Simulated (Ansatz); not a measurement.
Two-dimensional strain map in Mo

The calculation used DFT PBEsol, scalar-relativistic, plane waves, PAW in Ansatz 0.2.0. Cutoff 420 eV, Γ-centred 20×20×20 k-points, Gaussian smearing of 0.15 eV. No spin polarisation. Energies are free energies at this smearing, counted from the undisturbed cell; pressure is positive in compression.

Reference structure (as given, not relaxed at this level; it stands at -12.0 GPa; this fcc form isn't the usual structure):

```
Mo
1.0
     0.00000    2.01500    2.01500
     2.01500    0.00000    2.01500
     2.01500    2.01500    0.00000
Mo
1
Direct
  0.00000 0.00000 0.00000
```

The cell is strained by p along both x and y and by q along z, fractional coordinates fixed. Points are written (p, q).

Energy above the undisturbed cell in meV/atom (a dash: not computed):

```csv
p \ q,-0.080,-0.040,0.000,0.040,0.080
-0.080,523.8,293.1,117.8,-6.9,-84.4
-0.040,127.9,–,-30.4,–,-61.1
0.000,-67.8,-42.7,0.0,55.3,126.2
0.040,-104.9,–,149.7,–,–
0.080,-15.4,–,385.8,–,782.4
```

Pressure in GPa:

```csv
p \ q,-0.080,-0.040,0.000,0.040,0.080
-0.080,75.1,54.5,37.6,23.8,11.8
-0.040,36.5,–,8.2,–,-10.6
0.000,8.8,-2.7,-12.0,-19.4,-25.4
0.040,-11.2,–,-25.6,–,–
0.080,-25.6,–,-34.8,–,-40.1
```